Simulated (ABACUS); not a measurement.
# Rh (Fm-3m) in ABACUS: notebook

One crystal, Rh, is run at these levels: rPW86PBE; tasks: band structure, equation of state.

All numbers are computed with ABACUS 3.10.1; they aren't measurements. Logs are shortened: lines on timing, memory, paths and dates and some standing lists are left out, and cuts for length are marked.

### 1 Starting point

It takes space group Fm-3m (No. 225, cubic). Conventional cell: a = 3.796 Å, b = 3.796 Å, c = 3.796 Å, α = 90.00°, β = 90.00°, γ = 90.00°. Rh (site symmetry m-3m) is surrounded by 12 Rh at 2.68 Å.

### 2 Band structure, rPW86PBE

INPUT

```
INPUT_PARAMETERS
suffix              Rh
calculation         nscf
basis_type          pw
pseudo_dir          ./
symmetry            -1
dft_functional      GGA_X_RPW86+GGA_C_PBE
ecutwfc             89.0
pseudo_rcut         10
nspin               1
nbands              19
ks_solver           dav
smearing_method     fd
smearing_sigma      0.00367493
scf_thr             1e-08
scf_nmax            100
mixing_type         broyden
mixing_beta         0.7
init_chg            file
pw_diag_thr         1e-07
out_band            1
kpar                4
```

STRU

```
ATOMIC_SPECIES
Rh 102.9055 Rh_ONCV_PBE-1.2.upf

LATTICE_CONSTANT
1.8897261246

LATTICE_VECTORS
-1.8978500000 0.0000000000 1.8978500000
0.0000000000 1.8978500000 1.8978500000
-1.8978500000 1.8978500000 0.0000000000

ATOMIC_POSITIONS
Direct

Rh
0.0
1
0.0000000000 0.0000000000 0.0000000000 1 1 1
```

KPT

```
K_POINTS
12
Line
0.00000000 0.00000000 0.00000000 10 // G
0.50000000 0.00000000 0.50000000 10 // X
0.50000000 0.25000000 0.75000000 10 // W
0.37500000 0.37500000 0.75000000 10 // K
0.00000000 0.00000000 0.00000000 10 // G
0.50000000 0.50000000 0.50000000 10 // L
0.62500000 0.25000000 0.62500000 10 // U
0.50000000 0.25000000 0.75000000 10 // W
0.50000000 0.50000000 0.50000000 10 // L
0.37500000 0.37500000 0.75000000 1 // K
0.62500000 0.25000000 0.62500000 10 // U
0.50000000 0.00000000 0.50000000 1 // X
```

Potentials or basis: SG15 ONCV 1.2 PBE, plane waves.

The run is started by

```console
> OMP_NUM_THREADS=1 mpirun -np 4 abacus > log
```

running log:

```text
ABACUS v3.10.1

               Atomic-orbital Based Ab-initio Computation at UStc

 ------------------------------------------------------------------------------------

 READING GENERAL INFORMATION
                           global_out_dir = OUT.Rh/
                           global_in_card = INPUT
                               pseudo_dir = ./
                              orbital_dir =
                                    DSIZE = 4
                                    GSIZE = 1

 READING UNITCELL INFORMATION
                                    ntype = 1
                  lattice constant (Bohr) = 1.88973
              lattice constant (Angstrom) = 1

 READING ATOM TYPE 1
                               atom label = Rh
                      L=0, number of zeta = 1
                      L=1, number of zeta = 1
                      L=2, number of zeta = 1
             number of atom for this type = 1

                        TOTAL ATOM NUMBER = 1
DIRECT COORDINATES
    atom                   x                   y                   z     mag                  vx                  vy                  vz
taud_Rh1            0.0000000000        0.0000000000        0.0000000000  0.0000        0.0000000000        0.0000000000        0.0000000000

                          Volume (Bohr^3) = 92.2597
                             Volume (A^3) = 13.6715

 Lattice vectors: (Cartesian coordinate: in unit of a_0)
             -1.89785                  +0            +1.89785
                   +0            +1.89785            +1.89785
             -1.89785            +1.89785                  +0
 Reciprocal vectors: (Cartesian coordinate: in unit of 2 pi/a_0)
            -0.263456           -0.263456           +0.263456
            +0.263456           +0.263456           +0.263456
            -0.263456           +0.263456           -0.263456
 The esolver type has been set to : ksdft_pw

                PAO radial cut off (Bohr) = 10

 Read in pseudopotential file is Rh_ONCV_PBE-1.2.upf
                     pseudopotential type = NC
          exchange-correlation functional = PBE
                 nonlocal core correction = 0
                        valence electrons = 17
                                     lmax = 2
                           number of zeta = 0
                     number of projectors = 6
                           L of projector = 0
                           L of projector = 0
                           L of projector = 1
                           L of projector = 1
                           L of projector = 2
                           L of projector = 2
 XC functional updated to : GGA_X_RPW86+GGA_C_PBE
          exchange-correlation functional = GGA_X_RPW86+GGA_C_PBE
     initial pseudo atomic orbital number = 0

 SETUP THE ELECTRONS NUMBER
            electron number of element Rh = 17
      total electron number of element Rh = 17
            AUTOSET number of electrons:  = 17
                           occupied bands = 9
                                   NBANDS = 19
                                   NLOCAL = 9

%%%%%%%%%%%%%%%%%%%%%%%%%%%%%%%%%%%%%%%%%%%%%%%%%%%%%%%%%%%%%%%%%%%%%%%%%%%%%%%%%%%%%%%%%%%%%%%%%%%%%%%%%%
 Warning: the number of valence electrons in pseudopotential > 9 for Rh: [Kr] 4d8 5s1
 Pseudopotentials with additional electrons can yield (more) accurate outcomes, but may be less efficient.
 If you're confident that your chosen pseudopotential is appropriate, you can safely ignore this warning.
%%%%%%%%%%%%%%%%%%%%%%%%%%%%%%%%%%%%%%%%%%%%%%%%%%%%%%%%%%%%%%%%%%%%%%%%%%%%%%%%%%%%%%%%%%%%%%%%%%%%%%%%%%

 SETUP THE PLANE WAVE BASIS
 energy cutoff for charge/potential (unit:Ry) = 356
            fft grid for charge/potential = [ 32, 32, 32 ]
                        fft grid division = [ 1, 1, 1 ]
        big fft grid for charge/potential = [ 32, 32, 32 ]
                                     nbxx = 32768
                                     nrxx = 32768

 SETUP PLANE WAVES FOR CHARGE/POTENTIAL
                    number of plane waves = 10417
                         number of sticks = 637

 PARALLEL PW FOR CHARGE/POTENTIAL
     PROC   COLUMNS(POT)             PW
        1            637          10417
 --------------- sum -------------------
        1            637          10417
                            number of |g| = 156
                                  max |g| = 31.9282
                                  min |g| = 0

----------- Double Check Mixing Parameters Begin ------------
mixing_type: broyden
mixing_beta: 0.7
mixing_gg0: 1
mixing_gg0_min: 0.1
mixing_ndim: 8
----------- Double Check Mixing Parameters End ------------

 SETUP K-POINTS
                                    nspin = 1
                                   nkstot = 102
K-POINTS DIRECT COORDINATES
 KPOINTS    DIRECT_X    DIRECT_Y    DIRECT_Z  WEIGHT
       1  0.00000000  0.00000000  0.00000000  1.0000
       2  0.05000000  0.00000000  0.05000000  1.0000
       3  0.10000000  0.00000000  0.10000000  1.0000
       4  0.15000000  0.00000000  0.15000000  1.0000
       5  0.20000000  0.00000000  0.20000000  1.0000
       6  0.25000000  0.00000000  0.25000000  1.0000
[... 22 lines left out ...]
      29  0.40000000  0.35000000  0.75000000  1.0000
      30  0.38750000  0.36250000  0.75000000  1.0000
[... 72 further k points ...]

           k-point number in this process = 26
       minimum distributed K point number = 25

[... K-POINTS CARTESIAN COORDINATES: 26 rows ...]

[... K-POINTS DIRECT COORDINATES: 26 rows ...]

 SETUP PLANE WAVES FOR WAVE FUNCTIONS
     energy cutoff for wavefunc (unit:Ry) = 89
              fft grid for wave functions = [ 32, 32, 32 ]
                    number of plane waves = 1807
                         number of sticks = 199

 PARALLEL PW FOR WAVE FUNCTIONS
     PROC   COLUMNS(POT)             PW
        1            199           1807
 --------------- sum -------------------
        1            199           1807

 SETUP NONLOCAL PSEUDOPOTENTIALS IN PLANE WAVE BASIS
 Rh non-local projectors:
 projector 1 L=0
 projector 2 L=0
 projector 3 L=1
 projector 4 L=1
 projector 5 L=2
 projector 6 L=2
      TOTAL NUMBER OF NONLOCAL PROJECTORS = 18

 Init Non-Local PseudoPotential table :
 Init Non-Local-Pseudopotential done.

                                     npwx = 1316

 -------------------------------------------
 NONSELF-CONSISTENT
 -------------------------------------------
                                 init_chg = file
 try to read charge from file
 Read in the charge density: OUT.Rh//Rh-CHARGE-DENSITY.restart

 PW ALGORITHM --------------- ION=   1  ELEC=   1--------------------------------
 k(1/102) Iter steps (avg)=11 threshold=1e-07
 k(2/102) Iter steps (avg)=15 threshold=1e-07
 k(3/102) Iter steps (avg)=12 threshold=1e-07
 k(4/102) Iter steps (avg)=12 threshold=1e-07
 k(5/102) Iter steps (avg)=18 threshold=1e-07
 k(6/102) Iter steps (avg)=17 threshold=1e-07
 k(7/102) Iter steps (avg)=15 threshold=1e-07
 k(8/102) Iter steps (avg)=19 threshold=1e-07
 k(9/102) Iter steps (avg)=21 threshold=1e-07
 k(10/102) Iter steps (avg)=17 threshold=1e-07
[... 6 lines left out ...]
 k(17/102) Iter steps (avg)=23 threshold=1e-07
 k(18/102) Iter steps (avg)=23 threshold=1e-07
 k(19/102) Iter steps (avg)=20 threshold=1e-07
 k(20/102) Iter steps (avg)=21 threshold=1e-07
 k(21/102) Iter steps (avg)=20 threshold=1e-07
 k(22/102) Iter steps (avg)=20 threshold=1e-07
 k(23/102) Iter steps (avg)=20 threshold=1e-07
 k(24/102) Iter steps (avg)=18 threshold=1e-07
 k(25/102) Iter steps (avg)=19 threshold=1e-07
 k(26/102) Iter steps (avg)=19 threshold=1e-07
[... levels at 26 k points of this process ...]

 Density error is 0.00000000000
                          Error Threshold = 1.00000000000e-07
----------------------------------------------------------
     Energy           Rydberg                 eV
----------------------------------------------------------
 E_KohnSham     -217.2482301378      -2955.8138102889
 E_KS(sigma->0) -217.2472426377      -2955.8003746606
 E_Harris       -217.2482301378      -2955.8138102889
 E_band         -4.8374362948        -65.8166973211
 E_one_elec     -44.6293367486       -607.2132777424
 E_Hartree      34.3324862796        467.1174399096
 E_xc           -22.2211311844       -302.3340001132
 E_Ewald        -184.7282734841      -2513.3571010863
 E_entropy(-TS) -0.0019750002        -0.0268712566
 E_descf        0.0000000000         0.0000000000
 E_exx          0.0000000000         0.0000000000
 E_Fermi        1.7571330624         23.9070217925
----------------------------------------------------------

 charge density convergence is achieved
 final etot is -2955.8138103 eV
 EFERMI = 23.907021792 eV

 STATE ENERGY(eV) AND OCCUPATIONS    NSPIN == 1
 1/26 kpoint (Cartesian) = 0.0000 0.0000 0.0000 (1291 pws)
       1       -55.3714      0.0196078
       2       -22.8921      0.0196078
       3       -22.8921      0.0196078
       4       -22.8921      0.0196078
       5        15.7387      0.0196078
       6        20.4217      0.0196078
[... 11 lines left out ...]
      18        55.9294        0.00000
      19        62.4481        0.00000

 2/26 kpoint (Cartesian) = -0.026346 0.0000 0.0000 (1307 pws)
       1       -55.3677      0.0196078
       2       -22.9103      0.0196078
       3       -22.8988      0.0196078
       4       -22.8988      0.0196078
       5        15.8740      0.0196078
       6        20.3329      0.0196078
[... 11 lines left out ...]
      18        56.0235        0.00000
      19        60.8360        0.00000

 3/26 kpoint (Cartesian) = -0.052691 0.0000 0.0000 (1299 pws)
       1       -55.3569      0.0196078
       2       -22.9627      0.0196078
       3       -22.9184      0.0196078
       4       -22.9184      0.0196078
       5        16.2660      0.0196078
       6        20.0828      0.0196078
[... 11 lines left out ...]
      18        56.3121        0.00000
      19        58.0304        0.00000

 4/26 kpoint (Cartesian) = -0.079037 0.0000 0.0000 (1307 pws)
       1       -55.3401      0.0196078
       2       -23.0433      0.0196078
       3       -22.9487      0.0196078
       4       -22.9487      0.0196078
       5        16.8636      0.0196078
       6        19.7139      0.0196078
[... 11 lines left out ...]
      18        56.7718        0.00000
      19        56.8133        0.00000

 5/26 kpoint (Cartesian) = -0.10538 0.0000 0.0000 (1307 pws)
       1       -55.3189      0.0196078
       2       -23.1431      0.0196078
       3       -22.9868      0.0196078
       4       -22.9868      0.0196078
       5        17.5374      0.0196078
       6        19.2798      0.0196078
[... 11 lines left out ...]
      18        57.5570        0.00000
      19        59.6879        0.00000

 6/26 kpoint (Cartesian) = -0.13173 0.0000 0.0000 (1299 pws)
       1       -55.2953      0.0196078
       2       -23.2517      0.0196078
       3       -23.0288      0.0196078
       4       -23.0288      0.0196078
       5        18.0116      0.0196078
       6        18.8324      0.0196078
[... 11 lines left out ...]
      18        58.5809        0.00000
      19        59.7552        0.00000

[... levels at 20 further k points ...]

 --------------------------------------------
 !FINAL_ETOT_IS -2955.813810288919 eV
 --------------------------------------------

 Output bands in file: OUT.Rh/BANDS_1.dat
```

It took 2.8 s on 4 MPI ranks of Intel Xeon Platinum 8488C (Sapphire Rapids), shared host; peak memory 0.36 GiB.

Levels at the corners of the path, in eV from the Fermi level:
```
point  band 6  band 7  band 8  band 9  band 10  band 11
    Γ   -3.10   -3.10   -3.10   -1.03    -1.03    16.56
    X   -5.95    0.49    0.94    0.94     3.51    12.41
    W   -3.78   -3.78   -1.22    0.94     9.84     9.84
    K   -4.74   -2.03   -0.72    0.34     8.04     8.86
    Γ   -3.10   -3.10   -3.10   -1.03    -1.03    16.56
    L   -3.18   -3.18    0.53    0.53     0.95     8.76
    U   -4.74   -2.03   -0.72    0.34     8.04     8.86
    W   -3.78   -3.78   -1.22    0.94     9.84     9.84
    L   -3.18   -3.18    0.53    0.53     0.95     8.76
    K   -4.74   -2.03   -0.72    0.34     8.04     8.86
    U   -4.74   -2.03   -0.72    0.34     8.04     8.86
    X   -5.95    0.49    0.94    0.94     3.51    12.41
```

Caveat: the density is read from an earlier self-consistent run, whose mesh may be coarse.

(Part 1 of 2 ends here.)
